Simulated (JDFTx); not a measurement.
Re:

```
Re
1.0
     2.76639    0.00000    0.00000
    -1.38319    2.39576    0.00000
     0.00000    0.00000    8.93885
Re
4
Cartesian
  1.3832 0.7986 6.7041
  0.0000 0.0000 4.4694
  0.0000 1.5972 2.2347
  0.0000 0.0000 0.0000
```

Base run:

* Program: JDFTx 1.7.0 (patched build)
* Functional: PBE
* Potentials or basis: PseudoDojo-SR-PBE-0.5-standard with smoothed tails
* Cutoff: 980 eV
* Density cutoff: 7837 eV
* k mesh: 9 × 9 × 2
* Occupations: fermi-dirac, width 0.05 eV
* Spin: no spin polarisation
* Hubbard terms: Re d U = 8 eV

Its results: band gap on the k mesh none (metal or under the smearing width); pressure -23.5 GPa.

Question: The run is repeated on the same cell with these changes: hubbard terms from Re d U = 8 eV to Re d U = 1 eV. What comes out?

Answer: Band gap on the k mesh none (metal or under the smearing width); pressure 0.0 GPa.

Caveats: U without spin polarisation on a metal has little footing; the U is typed as a test and isn't derived for this compound.

Not every run made on this cell is shown here.
